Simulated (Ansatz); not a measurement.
Input of an Ansatz 0.2.0 run:

input.yaml

```yaml
crystal:
  lattice:
    - [0.0, 2.8018887551, 2.8018887551]
    - [2.8018887551, 0.0, 2.8018887551]
    - [2.8018887551, 2.8018887551, 0.0]
  atoms:
    - { symbol: Ni, position: [0.749193, 0.748953, 0.7541], spin: 1.0 }
    - { symbol: Ni, position: [0.004178, -0.011436, 0.001906], spin: 1.0 }
    - { symbol: Ni, position: [0.238736, 0.264737, 0.256339], spin: 1.0 }
    - { symbol: Al, position: [0.504291, 0.483176, 0.506536] }
hamiltonian:
  xc: pbe
  pseudopotentials: { kind: paw }
magnetization:
  spin_polarized: true
kpoints:
  mp_grid: { grid: [8, 8, 8] }
scf:
  occupations: { method: fermi_dirac, width: 0.05 }
output:
  forces: true
  stress: true
  eigenvalues: true
  write_density: true
  write_potential: true
  elf: true
  volumetric_format: npy
```

Potentials or basis: Ansatz PAW.

The run is started by

```console
$ ansatz run input.yaml --threads 2 --pin off --max-ram 5120MiB --backend cpu --events-out ev --progress --plain --runs-dir out
```

(1) Predict the band gap on the k mesh.

(2) Estimate the absolute moment.

## Answers

(1) none (metal or under the smearing width).

(2) 0.00 μB per cell.

Caveat: the starting moments weren't kept.
